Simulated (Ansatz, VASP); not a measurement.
**Mo: 3 runs at one level of theory**

The starting cell:

```
Mo
1.0
    -1.58381    1.58381    1.58381
     1.58381   -1.58381    1.58381
     1.58381    1.58381   -1.58381
Mo
1
Direct
  0.00000 0.00000 0.00000
```

Alike in all runs: task relaxation of cell and atoms; functional RPBE; k mesh 12 × 12 × 12; occupations fermi-dirac, width 0.05 eV; no spin polarisation; no spin-orbit coupling.

| program and potentials | plane-wave cutoff (eV) | notes | equilibrium volume (Å³/atom) |
| --- | --- | --- | --- |
| Ansatz, Ansatz PAW | 420 | potentials made for PBE, which Ansatz adapts in part | 15.99 |
| VASP, PBE PAW files Mo_sv, 600 eV | 600 | potentials made for PBE | 16.02 |
| Ansatz, all-electron LAPW, scalar-relativistic | - | - | 15.99 |

The equilibrium volume spans 15.99 (Ansatz, all-electron LAPW, scalar-relativistic) to 16.02 Å³/atom (VASP, PBE PAW files Mo_sv, 600 eV), with all-electron results at 15.99. Some sets were made for another functional than the one run, which can shift their rows. Relaxations stop with a little pressure left, so the last digit of a volume isn't settled.

Differences between rows come from potentials, basis sets and numerical settings, since the functional is the same but for its coding. Runs on potential files found faulty are left out.

The three runs give practically the same equilibrium volume for bcc molybdenum, and the two PAW descriptions stay close to the all-electron value. The small spread fits the metal's bonding. With a roughly half-filled d band, mostly bonding states are occupied and the antibonding ones stay largely empty, so cohesion is strong and the lattice stiff. A moderate error in the calculated pressure therefore shifts the volume only slightly. The agreement suggests that core-valence inconsistency has little net effect on this property, though partial cancellation with other numerical differences can't be excluded.

All three volumes are larger than the experimental one. The likely cause is RPBE itself, whose stronger gradient enhancement of exchange favours inhomogeneous densities and so tends to weaken metallic bonds and expand the lattice. The close match between programs thus supports the numerical reproducibility of the RPBE volume, not its accuracy for the real metal. Nor does it establish equal quality for elastic constants or cohesive energy, which probe the energy surface away from this minimum.
